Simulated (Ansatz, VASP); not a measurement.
# One calculation of I, two programs

The input INCAR:

```
PREC = Accurate
ENCUT = 520
EDIFF = 1E-6
ISMEAR = 0
SIGMA = 0.1
LREAL = False
LASPH = True
NELM = 100
ALGO = Normal
ISIF = 2
LWAVE = False
LCHARG = True
GGA = PS
LELF = True
LVHAR = True
NBANDS = 10
```

The input KPOINTS:

```
regular mesh
0
Gamma
  12 12 18
```

The input POSCAR:

```
I
1.0
    2.4941888883     -3.6001649462     -0.2872776348
    2.5778844793      3.6574808120      0.1575173576
   -1.6802607006      0.1245661909      2.6093006688
I
1
Direct
    0.5000000000      0.5000000000      0.5000000000
```

Input for Ansatz:

```yaml
crystal:
  lattice:
    - [2.4941888883, -3.6001649462, -0.2872776348]
    - [2.5778844793, 3.657480812, 0.1575173576]
    - [-1.6802607006, 0.1245661909, 2.6093006688]
  atoms:
    - { symbol: I, position: [0.5, 0.5, 0.5] }
basis:
  ecutwfc: 420
kpoints:
  mp_grid: { grid: [12, 12, 18] }
hamiltonian:
  xc: pbesol
scf:
  occupations: { method: gaussian, width: 0.1 }
output:
  forces: true
  stress: true
  eigenvalues: true
```

Alike in both runs: task single point; functional PBEsol; k mesh 12 × 12 × 18; occupations gaussian, width 0.1 eV; no spin polarisation.

|  | VASP | Ansatz |
| --- | --- | --- |
| version | VASP 6.6.1 | Ansatz 0.2.0 |
| potentials or method | VASP PAW PBE potentials, release 64 (I) | scalar-relativistic, plane waves, PAW |
| plane-wave cutoff (eV) | 520 | 420 |
| valence electrons in the cell | 7 | 17 |

```tsv
	VASP	Ansatz	Ansatz less VASP
gap on the k mesh at the Fermi level (eV)	none	none	-
pressure (GPa)	-3.2	-3.2	+0.02
largest component of the traceless stress (GPa)	3.14	3.11	-0.025
```

A gap of «none» marks a metal or a gap that the smearing closes. The functional is the same, so the differences come from potentials, cutoffs and numerics. The two sets of potentials don't hold the same shells in valence.

Caveats: the PAW data sets were made with another functional, which shifts forces and pressure a little (VASP); an odd number of electrons without spin polarisation forces a metal; a magnetic or distorted state may lie lower. Spin-orbit coupling is left out, which matters for the levels of I.
